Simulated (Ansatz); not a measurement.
Space group P2_13 (No. 198). a = 4.518 Å, b = 4.518 Å, c = 4.518 Å, α = 90.00°, β = 90.00°, γ = 90.00°
```
atom site symmetry x y z
  Mn    4a       .3.  0.1364  0.1364  0.1364
  Si    4a       .3.  0.8452  0.8452  0.8452
```

Equation of state of this MnSi structure (not necessarily the ground state), with shape and atoms relaxed at each volume where symmetry leaves them free. It has no gap at any of these volumes. Method: Ansatz 0.2.0, DFT PBE, scalar-relativistic, plane waves, PAW.

Cutoff 420 eV; k points 8×8×8 on the computed 8-atom cell (Γ-centred); Gaussian smearing, width 0.10 eV; collinear spin.

| V (Å³/atom) | E − E(largest V) (meV/atom) | P (GPa) |
| --- | --- | --- |
| 10.834 | 6.01 | 14.50 |
| 11.180 | -16.82 | 6.70 |
| 11.526 | -24.04 | 0.00 |
| 11.871 | -17.80 | -5.74 |
| 12.217 | 0.00 | -10.62 |

Problem. Fit a third-order Birch–Murnaghan equation to E(V).

Solution. V0 = 11.53 Å³/atom, B0 = 207 GPa, B0' = 4.0.

Only parallel moments were tried here.

Cost: 5 runs of about 25 core-minutes in all, on Intel Xeon Processor @ 2.50GHz (Skylake/Cascade Lake) (shared hosts).